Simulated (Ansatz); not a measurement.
**ZnO (P6_3mc): zero-pressure volume and bulk modulus with PBEsol**

One table from this session's results is given with a row withheld; the runs are named, their logs left out.

Program: Ansatz 0.2.0. Level of theory: DFT PBEsol, scalar-relativistic, plane waves, PAW. These are calculated values, not measurements.

**The system as given**

The structure is hexagonal, space group P6_3mc (No. 186). The conventional cell has a = 3.242 Å, b = 3.242 Å, c = 5.228 Å, α = 90.00°, β = 90.00°, γ = 120.00°. Around Zn (site symmetry 3m) lie 4 O at 1.98 Å. O (site symmetry 3m) is surrounded by 4 Zn at 1.98 Å.

As a file:

```cif
data_structure
_symmetry_space_group_name_H-M 'P6_3mc'
_symmetry_Int_Tables_number 186
_cell_length_a 3.2420
_cell_length_b 3.2420
_cell_length_c 5.2276
_cell_angle_alpha 90.000
_cell_angle_beta 90.000
_cell_angle_gamma 120.000
_cell_volume 47.58
loop_
_atom_site_label
_atom_site_type_symbol
_atom_site_symmetry_multiplicity
_atom_site_Wyckoff_symbol
_atom_site_fract_x
_atom_site_fract_y
_atom_site_fract_z
_atom_site_occupancy
Zn1 Zn 2 b 0.33333 0.66667 0.00145 1
O1 O 2 b 0.33333 0.66667 0.38065 1
```

An earlier run on this cell at PBE gave 4.95 GPa at 11.896 Å³/atom (8×8×6 mesh), mesh gap 0.80 eV. The cell is compressed at this level.

Set-up of the first run:

The input, input.yaml:

```yaml
crystal:
  lattice:
    - [3.2419811861, 0.0, 0.0]
    - [-1.620990593, 2.8076380657, 0.0]
    - [0.0, 0.0, 5.2276401393]
  atoms:
    - { symbol: Zn, position: [0.3333333333, 0.6666666667, 0.0014489168] }
    - { symbol: Zn, position: [0.6666666667, 0.3333333333, 0.5014489168] }
    - { symbol: O, position: [0.3333333333, 0.6666666667, 0.3806510832] }
    - { symbol: O, position: [0.6666666667, 0.3333333333, 0.8806510832] }
basis:
  ecutwfc: 420
  ecutrho_ratio: 4
kpoints:
  mp_grid: { grid: [8, 8, 6] }
hamiltonian:
  xc: pbesol
scf:
  occupations: { method: gaussian, width: 0.05 }
output:
  forces: true
  stress: true
  eigenvalues: true
relax:
  f_tol: 0.02
  max_steps: 40
  cell: { stress_tol: 0.2, fix: [volume] }
```

Started as:

```console
ansatz run input.yaml --threads 4 --pin off --max-ram 8192MiB --backend cpu --events-out ev --progress --plain --runs-dir out
```

Steps of the session up to this table: At the given cell; Stepping to 11.784 Å³/atom; Volume × 0.98 of the new zero; Volume × 1.02 of the new zero; Volume × 0.96 of the new zero; Volume × 1.04 of the new zero.

One of the session's tables, all rows but one given; the rest of the session is left out.

It belongs to the step «Energy and pressure against volume». 

| volume (Å³/atom) | energy (meV/atom) | pressure (GPa) |
| --- | --- | --- |
| 11.312 | 8.94 | 6.39 |
| 11.548 | ? | ? |
| 11.784 | 0.00 | -0.08 |
| 12.019 | 2.15 | -2.81 |
| 12.255 | 8.09 | -5.26 |

Q: Estimate the row for volume (Å³/atom) = 11.548 from the others.

Worked estimate for «energy (meV/atom)». A straight line through the neighbours (11.312, 8.94) and (11.784, 0.00) gives 8.94 + (0.00 − 8.94) × (11.548 − 11.312) / (11.784 − 11.312) = 4.47; a parabola fitted to 3 rows on both sides gives 2.26.

As computed: energy (meV/atom): 2.07; pressure (GPa): 2.98. In «energy (meV/atom)» the line misses by +2.40 and the parabola by +0.19.
